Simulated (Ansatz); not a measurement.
Input and command of a plane-wave DFT calculation in Ansatz:

```yaml
crystal:
  lattice:
    - [-2.4078397381, 4.3954711734, 4.0734695694]
    - [2.4078397381, -4.3954711734, 4.0734695694]
    - [2.4078397381, 4.3954711734, -4.0734695694]
  atoms:
    - { symbol: C, position: [0.930512584, 0.8452085404, 0.0853040435] }
    - { symbol: C, position: [0.7400955031, 0.1547914596, 0.5853040435] }
    - { symbol: C, position: [0.069487416, 0.1547914596, 0.9146959565] }
    - { symbol: C, position: [0.2599044969, 0.8452085404, 0.4146959565] }
    - { symbol: O, position: [0.1332949682, 0.8832949682, 0.25] }
    - { symbol: O, position: [0.8667050318, 0.1167050318, 0.75] }
    - { symbol: O, position: [0.7934944812, 0.5, 0.7934944812] }
    - { symbol: O, position: [0.2065055188, 0.0, 0.7065055188] }
    - { symbol: O, position: [0.2065055188, 0.5, 0.2065055188] }
    - { symbol: O, position: [0.7934944812, 0.0, 0.2934944812] }
    - { symbol: O, position: [0.0, 0.0, 0.0] }
    - { symbol: O, position: [0.5, 0.0, 0.5] }
basis:
  ecutwfc: 420
kpoints:
  mp_grid: { grid: [6, 6, 6] }
hamiltonian:
  xc: pbe
scf:
  occupations: { method: gaussian, width: 0.1 }
output:
  forces: true
  stress: true
  eigenvalues: true
relax:
  adjacent_minimum: "off"
  f_tol: 0.05
  max_steps: 60
  cell: { stress_tol: 0.5 }
```

```bash
ansatz run input.yaml --threads 2 --pin off --max-ram 5120MiB --backend cpu --events-out ev --progress --plain --runs-dir out
```

Processor: Arm Neoverse V1, 2 threads, on a host shared with other jobs.

Question: How long does it run, and how much memory does it take?

Answer: About 94 s on 2 threads of Arm Neoverse V1, with other jobs on the host, peak memory 0.59 GiB. It solves 44 bands at 46 k points (the mesh reduced by symmetry) with about 2655 plane waves (on the last cell), in 55 SCF iterations over 9 ionic steps.
